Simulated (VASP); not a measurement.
# InSe in VASP: a series of runs

Runs on InSe. Level: PBE+D3(BJ). Tasks: single point.

The COD entry that gives the cell may itself be a prediction, so a difference from it is no test against experiment.

All numbers are computed with VASP 6.6.1; they aren't measurements. Logs are shortened: lines on timing, memory, paths and dates and some standing lists are left out, and cuts for length are marked.

**Measured values to compare with.**

From “The Interaction of Hydrogen with the van der Waals Crystal γ-InSe”, 2020, pmc:7321205, for a bulk crystal of InSe at 300 K: band gap 1.25 eV.

The runs below are set against these values where they give the same quantity.

## 1. Starting point

The cell holds a slab with vacuum, 4 atoms: a = 4.027 Å, b = 4.027 Å, c = 36.721 Å, α = 90.00°, β = 90.00°, γ = 120.00°.

## 2. Single point, PBE+D3(BJ)

Contents of INCAR:

```
SYSTEM = InSe
  PREC = Accurate
  ENCUT = 520
  EDIFF = 1E-6
  ISMEAR = 0
  SIGMA = 0.02
  LREAL = .False.
  LASPH = .True.
  NELM = 100
  ALGO = Fast
  ISIF = 2
  LWAVE = .False.
  LCHARG = .False.
  LDIPOL = .True.
  IDIPOL = 3
  DIPOL = 0.5 0.5 0.500
  GGA = PE
  IVDW = 12
  NBANDS = 27
```

Contents of KPOINTS:

```
regular mesh
0
Gamma
  9 9 1
  0 0 0
```

Contents of POSCAR:

```
InSe
1.0
    4.0266404765      0.0000000000      0.0000000000
   -2.0133202383      3.4871729445      0.0000000000
    0.0000000000      0.0000000000     36.7211901288
Se In
2 2
Direct
    0.0000000000      0.0000000000      0.4266561054
    0.0000000000      0.0000000000      0.5733161498
    0.6666666667      0.3333333333      0.4619360775
    0.6666666667      0.3333333333      0.5380362314
```

Potentials or basis: VASP PAW PBE potentials, release 64 (Se, In_d).

Started as:

```bash
$ cat potpaw_PBE.64/Se/POTCAR potpaw_PBE.64/In_d/POTCAR > POTCAR
$ mpirun -np 1 vasp_std > vasp.out
```

OUTCAR:

```text
SYSTEM = InSe
   PREC = Accurate
   ENCUT = 520
   EDIFF = 1E-6
   ISMEAR = 0
   LREAL = .False.
   LASPH = .True.
   NELM = 100
   ISIF = 2
   GGA = PE
   IVDW = 12
 IVDW          = 12

 ion  position               nearest neighbor table
   1  0.000  0.000  0.427-   3 2.66   3 2.66   3 2.66
   2  0.000  0.000  0.573-   4 2.66   4 2.66   4 2.66
   3  0.667  0.333  0.462-   1 2.66   1 2.66   1 2.66   4 2.79
   4  0.667  0.333  0.538-   2 2.66   2 2.66   2 2.66   3 2.79

  LATTYP: Found a hexagonal cell.
 ALAT       =     4.0266404765
 C/A-ratio  =     9.1195601751

  Lattice vectors:

 A1 = (   4.0266404765,   0.0000000000,   0.0000000000)
 A2 = (  -2.0133202383,   3.4871729445,   0.0000000000)
 A3 = (   0.0000000000,   0.0000000000,  36.7211901288)

Analysis of symmetry for initial positions (statically):
=====================================================================
 Subroutine PRICEL returns:
 Original cell was already a primitive cell.

 Routine SETGRP: Setting up the symmetry group for a
 hexagonal supercell.

 Subroutine GETGRP returns: Found 12 space group operations
 (whereof  6 operations were pure point group operations)
 out of a pool of 24 trial point group operations.

The static configuration has the point symmetry C_3v.
 The point group associated with its full space group is D_3h.

Analysis of symmetry for dynamics (positions and initial velocities):
=====================================================================
 Subroutine PRICEL returns:
 Original cell was already a primitive cell.

 Routine SETGRP: Setting up the symmetry group for a
 hexagonal supercell.

 Subroutine GETGRP returns: Found 12 space group operations
 (whereof  6 operations were pure point group operations)
 out of a pool of 24 trial point group operations.

The dynamic configuration has the point symmetry C_3v.
 The point group associated with its full space group is D_3h.

 Subroutine INISYM returns: Found 12 space group operations
 (whereof  6 operations are pure point group operations),
 and found     1 'primitive' translations

----------------------------------------------------------------------------------------

                                     Primitive cell

  volume of cell :     515.6240

  direct lattice vectors                    reciprocal lattice vectors
     4.026640476  0.000000000  0.000000000     0.248345986  0.143382622  0.000000000
    -2.013320238  3.487172945  0.000000000     0.000000000  0.286765244  0.000000000
     0.000000000  0.000000000 36.721190129     0.000000000  0.000000000  0.027232233

  length of vectors
     4.026640476  4.026640476 36.721190129     0.286765244  0.286765244  0.027232233

  position of ions in fractional coordinates (direct lattice)
     0.000000000  0.000000000  0.426656105
     0.000000000  0.000000000  0.573316150
     0.666666667  0.333333333  0.461936077
     0.666666667  0.333333333  0.538036231

  ion indices of the primitive-cell ions
   primitive index   ion index
                 1           1
                 2           2
                 3           3
                 4           4

----------------------------------------------------------------------------------------

 KPOINTS: regular mesh

Automatic generation of k-mesh.
 Grid dimensions read from file:
 generate k-points for:    9    9    1

 Generating k-lattice:

  Cartesian coordinates                     Fractional coordinates (reciprocal lattice)
     0.027593998  0.015931402  0.000000000     0.111111111 -0.000000000  0.000000000
     0.000000000  0.031862805  0.000000000     0.000000000  0.111111111  0.000000000
     0.000000000  0.000000000  0.027232233     0.000000000  0.000000000  1.000000000

  Length of vectors
     0.031862805  0.031862805  0.027232233

  Shift w.r.t. Gamma in fractional coordinates (k-lattice)
     0.000000000  0.000000000  0.000000000

 Subroutine IBZKPT returns following result:
 ===========================================

 Found     12 irreducible k-points:

 Following reciprocal coordinates:
            Coordinates               Weight
  0.000000  0.000000  0.000000      1.000000
  0.111111  0.000000  0.000000      6.000000
  0.222222  0.000000  0.000000      6.000000
  0.333333 -0.000000  0.000000      6.000000
  0.444444  0.000000  0.000000      6.000000
  0.111111  0.111111  0.000000      6.000000
  0.222222  0.111111  0.000000     12.000000
  0.333333  0.111111  0.000000     12.000000
  0.444444  0.111111  0.000000      6.000000
  0.222222  0.222222  0.000000      6.000000
  0.333333  0.222222  0.000000     12.000000
  0.333333  0.333333  0.000000      2.000000
   k-points           NKPTS =     12   k-points in BZ     NKDIM =     12   number of bands    NBANDS=     27
   number of dos      NEDOS =    301   number of ions     NIONS =      4
   total plane-waves  NPLWV = 252000
   dimension x,y,z NGX =    30 NGY =   30 NGZ =  280
   dimension x,y,z NGXF=    60 NGYF=   60 NGZF=  560
   ions per type =               2   2
   NGX,Y,Z   is equivalent  to a cutoff of  12.39, 12.39, 12.68 a.u.
   NGXF,Y,Z  is equivalent  to a cutoff of  24.77, 24.77, 25.35 a.u.
 SYSTEM =  InSe
   PREC   = accura    normal or accurate (medium, high low for compatibility)
   ISTART =      0    job   : 0-new  1-cont  2-samecut
   ICHARG =      2    charge: 1-file 2-atom 10-const
   ISPIN  =      1    spin polarized calculation?
   LNONCOLLINEAR =      F non collinear calculations
   LSORBIT =      F    spin-orbit coupling
   LASPH  =      T    aspherical Exc in radial PAW
   ENCUT  =  520.0 eV  38.22 Ry    6.18 a.u.   7.49  7.49 68.28*2*pi/ulx,y,z
   NELM   =    100;   NELMIN=  2; NELMDL= -5     # of ELM steps
   EDIFF  = 0.1E-05   stopping-criterion for ELM
   LREAL  =      F    real-space projection
   EDIFFG = 0.1E-04   stopping-criterion for IOM
   NSW    =      0    number of steps for IOM
   IBRION =     -1    ionic relax: 0-MD 1-quasi-New 2-CG
   NFREE  =      0    steps in history (QN), initial steepest desc. (CG)
   ISIF   =      2    stress and relaxation
   ISYM   =      2    0-nonsym 1-usesym 2-fastsym
   POTIM  = 0.5000    time-step for ionic-motion
   TEBEG  =    0.0;   TEEND  =   0.0 temperature during run
   PSTRESS=    0.0 pullay stress
   NELECT =      38.0000    total number of electrons
   NUPDOWN=      -1.0000    fix difference up-down
   EMIN   =  10.00;   EMAX   =-10.00  energy-range for DOS
   EFERMI =   0.00;   METHOD = LEGACY
   ISMEAR =     0;   SIGMA  =   0.02  broadening in eV -4-tet -1-fermi 0-gaus
   EFERMI_NEDOS =   21; number of points for ismear=-14 and -15
   IALGO  =     68    algorithm
   IMIX   =      4    mixing-type and parameters
     AMIX     =   0.40;   BMIX     =  1.00
     AMIX_MAG =   1.60;   BMIX_MAG =  1.00
  volume/ion in A,a.u.               =     128.91       869.90
  Fermi-wavevector in a.u.,A,eV,Ry     =   0.686370  1.297051  6.409757  0.471104
  Thomas-Fermi vector in A             =   1.766579
   LORBIT       =      0    0 simple, 1 ext, 2 COOP (PROOUT), +10 PAW based schemes
   GGA     = PE    functional components
   LHFCALC =     F    Hartree Fock is set to
   AEXX    =    0.0000 exact exchange contribution
   IVDW    =    12    specifies the selected vdW correction
   LEPSILON=     F    determine dielectric tensor
   LRPA    =     F    only Hartree local field effects (RPA)
 non-spin polarized calculation
 RMM-DIIS sequential band-by-band and
 Gauss-broadening in eV      SIGMA  =   0.02
  energy-cutoff  :      520.00
  volume of cell :      515.62
 maximum number of plane-waves:     13981
 NGX is ok and might be reduce to    30
   NGX = 15   NGY = 15   NGZ =137

 dipolmoment           0.000000      0.000000      0.000000 electrons x Angstroem

 number of electron      38.0000001 magnetization

 dipolmoment           0.000000      0.000000     -0.000012 electrons x Angstroem

 Free energy of the ion-electron system (eV)
  ---------------------------------------------------
  ext. energy  EPLUGINS =         0.00000000
  ---------------------------------------------------
  free energy    TOTEN  =       -14.20343256 eV

  energy without entropy =      -14.20343256  energy(sigma->0) =      -14.20343256

 E-fermi :  -3.7492     XC(G=0):  -2.3251

 val. band max:       -3.8834845968   @ k =   0.1111   0.1111   0.0000
 cond. band min:      -2.2603333804   @ k =   0.0000   0.0000   0.0000
 fundamental gap:      1.6231512164
 Fermi energy:        -3.7492064155

 k-point     1 :       0.0000    0.0000    0.0000
  band No.  band energies     occupation
      1     -17.8899      2.00000
      2     -17.7066      2.00000
      3     -17.7066      2.00000
      4     -17.6243      2.00000
      5     -17.6243      2.00000
      6     -17.6169      2.00000
[... 19 lines left out ...]
     26       2.1608      0.00000
     27       2.3303      0.00000

 k-point     2 :       0.1111    0.0000    0.0000
  band No.  band energies     occupation
      1     -17.8892      2.00000
      2     -17.7461      2.00000
      3     -17.7049      2.00000
      4     -17.6685      2.00000
      5     -17.6201      2.00000
      6     -17.6159      2.00000
[... 19 lines left out ...]
     26       2.2988      0.00000
     27       2.5202      0.00000

 k-point     3 :       0.2222    0.0000    0.0000
  band No.  band energies     occupation
      1     -17.9014      2.00000
      2     -17.8142      2.00000
      3     -17.7606      2.00000
      4     -17.7027      2.00000
      5     -17.6280      2.00000
      6     -17.5945      2.00000
[... 234 lines left out ...]
      1     -17.9938      2.00000
      2     -17.8959      2.00000
      3     -17.8330      2.00000
      4     -17.7208      2.00000
      5     -17.6245      2.00000
      6     -17.5714      2.00000
[... 19 lines left out ...]
     26       3.8357      0.00000
     27       3.8504      0.00000

 k-point    12 :       0.3333    0.3333    0.0000
  band No.  band energies     occupation
      1     -17.9982      2.00000
      2     -17.9030      2.00000
      3     -17.8322      2.00000
      4     -17.7265      2.00000
      5     -17.6158      2.00000
      6     -17.5792      2.00000
[... 19 lines left out ...]
     26       3.7639      0.00000
     27       4.2731      0.00000

------------------------ aborting loop because EDIFF is reached ----------------------------------------

 vacuum level on the upper side and lower side of the slab       (xc-potential included)        -0.007        -0.006

 Edisp (eV)   -0.88596

 E8    (eV) :    -0.4274

  FORCE on cell =-STRESS in cart. coord.  units (eV):
  Direction    XX          YY          ZZ          XY          YZ          ZX
  --------------------------------------------------------------------------------------
  -------------------------------------------------------------------------------------
  Total       0.02262     0.02262     0.01750    -0.00000     0.00000    -0.00000
  in kB       0.07029     0.07029     0.05438    -0.00000     0.00000    -0.00000
  external pressure =        0.06 kB  Pullay stress =        0.00 kB

 VOLUME and BASIS-vectors are now :
 -----------------------------------------------------------------------------
  energy-cutoff  :      520.00
  volume of cell :      515.62
      direct lattice vectors                 reciprocal lattice vectors
     4.026640476  0.000000000  0.000000000     0.248345986  0.143382622  0.000000000
    -2.013320238  3.487172945  0.000000000     0.000000000  0.286765244  0.000000000
     0.000000000  0.000000000 36.721190129     0.000000000  0.000000000  0.027232233

 POSITION                                       TOTAL-FORCE (eV/Angst)
 -----------------------------------------------------------------------------------
      0.00000      0.00000     15.66732        -0.000000      0.000000     -0.014249
      0.00000      0.00000     21.05285        -0.000000      0.000000      0.014249
      2.01332      1.16239     16.96284         0.000000     -0.000000      0.012340
      2.01332      1.16239     19.75733         0.000000      0.000000     -0.012340
 -----------------------------------------------------------------------------------
    total drift:                               -0.000000      0.000000     -0.001473

  FREE ENERGIE OF THE ION-ELECTRON SYSTEM (eV)
  ---------------------------------------------------
  free  energy   TOTEN  =       -15.0893898010 eV

  energy  without entropy=      -15.0893898010  energy(sigma->0) =      -15.08938980

 vacuum level on the upper side and lower side of the slab         2.106         2.106
```

Wall time 7.4 min (1 thread of AMD EPYC 7R13 (Zen 3), shared host); peak memory 0.62 GiB.

Results:

```
Free energy                : -15.0894 eV
Largest force              : 0.014 eV/Å
Band gap on the k mesh     : 1.62 eV, indirect (least direct gap 1.69 eV)
Dispersion energy per atom : -0.221 eV
```

Forces on the atoms (eV/Å):
```
Se   0.000  0.000 -0.014
Se   0.000  0.000  0.014
In   0.000  0.000  0.012
In   0.000  0.000 -0.012
```

Caveat: spin-orbit coupling is left out, which moves the levels of the heavy elements. PBE gaps usually lie below the measured ones, often by a third to a half.

## 3. Single point, PBE+D3(BJ)

This run uses another cell than the first one, of 129.53 Å³/atom, 1.005 times its volume.

Contents of INCAR:

```
SYSTEM = InSe
  ALGO = Fast
  DIPOL = 0.5 0.5 0.500
  EDIFF = 1E-6
  ENCUT = 520
  GGA = PE
  IDIPOL = 3
  ISIF = 2
  ISMEAR = 0
  IVDW = 12
  LASPH = .TRUE.
  LCHARG = .TRUE.
  LDIPOL = .TRUE.
  LELF = .TRUE.
  LREAL = .FALSE.
  LVACPOTAV = .TRUE.
  LVHAR = .TRUE.
  LWAVE = .FALSE.
  NBANDS = 27
  NELM = 100
  PREC = Accurate
  SIGMA = 0.02
```

Contents of KPOINTS:

```
k-points
0
G
  9 9 1
  0 0 0
```

Contents of POSCAR:

```
InSe
1.0
    4.0363944497      0.0000000000      0.0000000000
   -2.0181972249      3.4956201332      0.0000000000
    0.0000000000      0.0000000000     36.7211901288
Se In
2 2
Direct
    0.0000000000      0.0000000000      0.4270095135
    0.0000000000      0.0000000000      0.5729904865
    0.6666666667      0.3333333333      0.4619406280
    0.6666666667      0.3333333333      0.5380039361
```

Potentials or basis: VASP PAW PBE potentials, release 64 (Se, In_d).

Started as:

```bash
$ cat potpaw_PBE.64/Se/POTCAR potpaw_PBE.64/In_d/POTCAR > POTCAR
$ mpirun -np 1 vasp_std > vasp.out
```

Run time: 7.6 min. Hardware: 1 thread of AMD EPYC 7R13 (Zen 3), shared host; peak memory 0.62 GiB.

The run converged. Its results:

```
Free energy                            : -15.0887 eV
Largest force                          : 0.063 eV/Å
Band gap on the k mesh                 : 1.57 eV, indirect (least direct gap 1.64 eV)
Dispersion energy per atom             : -0.221 eV
Ionisation potential of the upper face : 5.97 eV
```

Forces in eV/Å, atoms in the order of the input:
```
Se   0.000  0.000 -0.063
Se   0.000  0.000  0.050
In   0.000  0.000  0.049
In   0.000  0.000 -0.036
```

Levels at points of the mesh, in eV from the valence-band top:
```csv
k point,band 17,band 18,band 19,band 20,band 21,band 22
"(0.00, 0.00, 0.00)",-0.43,-0.43,-0.07,1.57,2.78,5.02
```

Caveat: spin-orbit coupling is left out, which moves the levels of the heavy elements. Expect the measured gap to be larger: semilocal functionals such as PBE lack the derivative discontinuity.

## 4. Single point, PBE+D3(BJ)

This run uses another cell than the first one, of 29.29 Å³/atom, 0.227 times its volume.

Contents of INCAR:

```
PREC     = Accurate       # precision mode
ENCUT    = 520            # plane-wave cutoff, eV
EDIFF    = 1E-6           # SCF threshold, eV
ISMEAR   = 0              # smearing method
SIGMA    = 0.02           # smearing width, eV
LREAL    = False          # projectors in reciprocal space
LASPH    = True           # aspherical terms in the spheres
NELM     = 100            # most SCF steps
ALGO     = Fast           # electronic algorithm
ISIF     = 2              # what is computed and relaxed
LWAVE    = False          # write WAVECAR
LCHARG   = True           # write CHGCAR
GGA      = PE             # functional
IVDW     = 12             # dispersion correction
LELF     = True           # ELF
LVHAR    = True         
NBANDS   = 27             # bands
```

Contents of KPOINTS:

```
regular mesh
0
Gamma
  12 12 12
```

Contents of POSCAR:

```
InSe
1.0
    2.0181972249      1.1652067111      8.3033250885
   -2.0181972249      1.1652067111      8.3033250885
    0.0000000000     -2.3304134221      8.3033250885
In Se
2 2
Direct
    0.0000475050      0.0000475050      0.0000475050
    0.1121766889      0.1121766889      0.1121766889
    0.6151385376      0.6151385376      0.6151385376
    0.8303372685      0.8303372685      0.8303372685
```

Potentials or basis: VASP PAW PBE potentials, release 64 (In_d, Se).

Started as:

```bash
$ cat potpaw_PBE.64/In_d/POTCAR potpaw_PBE.64/Se/POTCAR > POTCAR
$ mpirun -np 1 vasp_std > vasp.out
```

It took 27 min on 1 thread of Intel Xeon Platinum 8488C (Sapphire Rapids), shared host; peak memory 0.89 GiB.

It converged, with:

| Quantity | Value |
| --- | --- |
| Free energy | -15.3547 eV |
| Pressure | 0.1 GPa |
| Largest force | 0.013 eV/Å |
| Band gap on the k mesh | 0.29 eV, direct |
| Dispersion energy per atom | -0.300 eV |

Forces on the atoms (eV/Å):
```
In   0.000  0.000  0.011
In   0.000  0.000 -0.011
Se   0.000  0.000 -0.013
Se   0.000  0.000  0.013
```

Levels at points of the mesh, in eV from the valence-band top:
```
           k point  band 17  band 18  band 19  band 20  band 21  band 22
(0.00, 0.00, 0.00)    -1.39    -1.25    -1.25     1.68     2.00     4.24
(0.50, 0.00, 0.00)    -2.39    -2.22    -1.68     1.10     1.92     3.65
(0.50, 0.50, 0.00)    -2.55    -2.03    -1.52     1.06     1.94     3.28
(0.50, 0.50, 0.50)    -1.17    -1.17     0.00     0.29     2.08     4.14
```

Caveat: spin-orbit coupling is left out, which moves the levels of the heavy elements.

## 5. The runs side by side

```csv
potentials or basis,cell,k mesh,dipole correction,gap on the mesh (eV),largest force (eV/Å)
"VASP PAW PBE potentials, release 64 (Se, In_d)","P-6m2, 128.91 Å³/atom",9 × 9 × 1,yes,1.62,0.01
"VASP PAW PBE potentials, release 64 (Se, In_d)","P3m1, 129.53 Å³/atom",9 × 9 × 1,yes,1.57,0.06
"VASP PAW PBE potentials, release 64 (In_d, Se)","R3m, 29.29 Å³/atom",12 × 12 × 12,no,0.29,0.01
```

Alike in all rows: task single point; level PBE+D3(BJ); no spin polarisation; cutoff (eV) 520; smearing gaussian 0.02 eV.

Caveats: spin-orbit coupling is left out, which moves the levels of the heavy elements.

Absolute energies hang on the potentials; compare differences alone.

## 6. How close it comes

Step 4. Against the measured gap of InSe, 1.25 eV (300 K; “The Interaction of Hydrogen with the van der Waals Crystal γ-InSe”, 2020, pmc:7321205), the calculated 0.29 eV is off by -0.96 eV. Spin-orbit coupling on In, Se is left out. The value is that of PBE+D3(BJ) on a finite k mesh, which can miss the band edges, without temperature or zero-point motion. Semilocal functionals fall short of measured gaps as a rule.
